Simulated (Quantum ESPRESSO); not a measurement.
Runs of Quantum ESPRESSO 7.5 on MoS2. The structure is hexagonal, space group P6_3/mmc (No. 194). The conventional cell has a = 3.169 Å, b = 3.169 Å, c = 12.324 Å, α = 90.00°, β = 90.00°, γ = 120.00°. Mo (site symmetry -6m2) has 6 S at 2.41 Å as nearest neighbours. S (site symmetry 3m) is surrounded by 3 Mo at 2.41 Å. 

| level | potentials or basis | form of the LDA correlation | pressure (GPa) | largest force (eV/Å) |
| --- | --- | --- | --- | --- |
| PBEsol | PseudoDojo 0.4.1 SR PBEsol standard | - | -3.3 | 0.34 |
| BLYP | PseudoDojo 0.4.1 SR PBE standard | - | (a) | 0.36 |
| LDA | PseudoDojo 0.4.1 SR LDA standard | PW92 | -6.0 | (c) |
| WC | PseudoDojo 0.4.1 SR PBE standard | - | -2.2 | (b) |

Alike in all rows: task dielectric tensor; no spin polarisation; cell as given; k mesh 4 × 4 × 2, shifted; cutoff (eV) 1088; smearing fermi-dirac 0.05 eV; the mesh is coarse, so values aren't converged.

Task: Fill in the values left out.

Result: (a) 9.5; (b) 0.21; (c) 0.50.

Caveats: all runs use coarse meshes; the cell is more than 3 GPa from zero pressure, which shifts response properties (some runs); this functional lacks dispersion, which binds the layers, so the pressure and a relaxed spacing across them are unreliable (some runs); the potentials were made for another functional, which shifts forces and pressure (some runs).

Runs at the PBE level aren't shown here.
